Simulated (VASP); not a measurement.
# CsBr (space group Pm-3m): computed properties

Level of theory: LDA (Ceperley-Alder, Perdew-Zunger), VASP's LDA PAW potentials (set 64) (plane waves; VASP).

```yaml
space_group: Pm-3m (221)
cell: a = b = c = 4.1455 Å, α = β = γ = 90.00°
volume_per_atom: 35.62 Å³/atom
band gap (over mesh and band path): 4.51 eV
smallest direct gap (over mesh and band path): 4.51 eV
band_edge_character_without_spin_orbit_coupling: direct, Γ to Γ
band_gap_with_spin_orbit_coupling: 4.30 eV
density: 4.96 g/cm³
optical Γ-point spectrum: 82 (×3) cm⁻¹
```

Space group Pm-3m (No. 221); a = b = c = 4.146 Å, α = β = γ = 90.00°

| atom | site | symmetry | x | y | z |
|---|---|---|---|---|---|
| Cs | 1a | m-3m | 0.0000 | 0.0000 | 0.0000 |
| Br | 1b | m-3m | 0.5000 | 0.5000 | 0.5000 |

Unless said otherwise, spin-orbit coupling is left out, though it shifts the bands of the heavy elements here.

The structure comes from a computed database's CsBr entry (Pm-3m); how it stands against other phases isn't given here. It was relaxed first, which changed the volume by -12 %. Symmetry was kept, so distortions that lower it aren't found.
